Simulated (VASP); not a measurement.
Runs of VASP 6.6.1 on Fe. The structure is cubic, space group Im-3m (No. 229). Conventional cell: a = 2.886 Å, b = 2.886 Å, c = 2.886 Å, α = 90.00°, β = 90.00°, γ = 90.00°. Fe (site symmetry m-3m) is surrounded by 8 Fe at 2.50 Å. 

```tsv
task	level	potentials or basis	spin	U	fixed moment (μB)	cell	k mesh	cutoff (eV)	smearing	monkhorst-Pack mesh	other keys	gap on the mesh (eV)	pressure (GPa)	moment (μB)
single point	PBEsol	VASP PAW PBE potentials, release 54 (Fe)	collinear, ferromagnetic start	-	-	as given	13 × 13 × 13	520	gaussian 0.1 eV	-	-	none	-17.6	2.29
single point	PBE	VASP PAW PBE potentials, release 64 (Fe_GW)	collinear, ferromagnetic start	-	-	as given	13 × 13 × 13	550	gaussian 0.05 eV	-	-	none	(a)	2.28
single point	PBE+U	VASP PAW PBE potentials, release 64 (Fe)	collinear, program default start	Fe d U = 6.2 eV	-	volume scaled by 1.04	13 × 13 × 13	520	gaussian 0.05 eV	-	-	none	(b)	3.02
single point	PBE	VASP PAW PBE potentials, release 64 (Fe)	collinear, ferromagnetic start	-	-	as given	13 × 13 × 13	520	fermi-dirac 0.05 eV	-	-	none	-9.1	2.28
single point	PBE	VASP PAW PBE potentials, release 64 (Fe)	collinear, ferromagnetic start	-	-	as given	13 × 13 × 13	520	gaussian 0.1 eV	-	-	none	-9.1	2.29
single point	revPBE+U	VASP PAW PBE potentials, release 64 (Fe)	collinear, ferromagnetic start	Fe d U = 1 eV	2	as given	10 × 10 × 10	520	tetrahedron	yes	shifted = yes; k = 10 × 10 × 10	-	-9.6	2.00
```

**Question.** Fill in the values left out.

**Answer.** (a) -10.0; (b) 10.1.

Caveats: the U is typed as a test and isn't derived for this compound (some runs); so large a pressure means that the cell lies far from this level's equilibrium, or that cutoff or potentials fall short (some runs); the potentials were made for another functional, which shifts forces and pressure (some runs); the PAW data sets were made with another functional, which shifts forces and pressure a little (some runs); the total moment is fixed, so each spin has its own Fermi level (some runs).

A gap of «none» marks a metal or a gap under the smearing width.
